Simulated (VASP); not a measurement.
Ru, 2 atoms in the cell. Symmetry: P6_3/mmc, No. 194, hexagonal system. Conventional cell: a = 2.688 Å, b = 2.688 Å, c = 4.255 Å, α = 90.00°, β = 90.00°, γ = 120.00°. Ru (site symmetry -6m2) has 12 Ru at 2.63 to 2.69 Å as nearest neighbours. 

```yaml
Program: VASP 6.6.1
Task: band structure
Functional: PBE
Potentials_or_basis: VASP PAW PBE potentials, release 64 (Ru_pv)
Cutoff: 520 eV
k_mesh: 15 × 15 × 9
Occupations: methfessel-paxton, width 0.1 eV
Spin: spin-orbit coupling, no magnetisation
Further_INCAR_settings: ALGO = Normal; EDIFF = 1e-06
```

Potentials or basis: VASP PAW PBE potentials, release 64 (Ru_pv).

Launch:

```bash
$ cat potpaw_PBE.64/Ru_pv/POTCAR > POTCAR
$ mpirun -np 4 vasp_ncl > vasp.out
```

Hardware: 4 MPI ranks on Intel(R) Xeon(R) Platinum 8488C (Sapphire Rapids), with other jobs on the host.

Task: How long does it take, and how much memory?

Result: It took 76 s on 4 MPI ranks on Intel(R) Xeon(R) Platinum 8488C (Sapphire Rapids), on a shared host, peak memory 0.42 GiB a rank. Counts: scf iterations 30, k points 135.
